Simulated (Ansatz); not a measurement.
The system is CdSe.

```
Cd Se
1.0
     0.00000    2.87396    2.87396
     2.87396    0.00000    2.87396
     2.87396    2.87396    0.00000
Cd Se
1 1
Direct
  0.00000 0.00000 0.00000
  0.50000 0.50000 0.50000
```

Measurements of this composition are mostly on another form, of space group No. 186.

Base run:

```yaml
Program: Ansatz 0.2.0
Functional: PBEsol
Potentials_or_basis: all-electron LAPW, scalar-relativistic
Cutoff: 218 eV (chosen from the basis error)
Basis_error_allowed: 0.001 eV/atom
k_mesh: 8 × 8 × 8
Occupations: fermi-dirac, width 0.05 eV
Spin: no spin polarisation
```

Its results: pressure -3.8 GPa.

The run is repeated on the same cell with these changes: functional from PBEsol to LDA. What comes out?

Pressure -6.0 GPa.

LDA binds more tightly than PBEsol, so the same cell stands under less pressure.
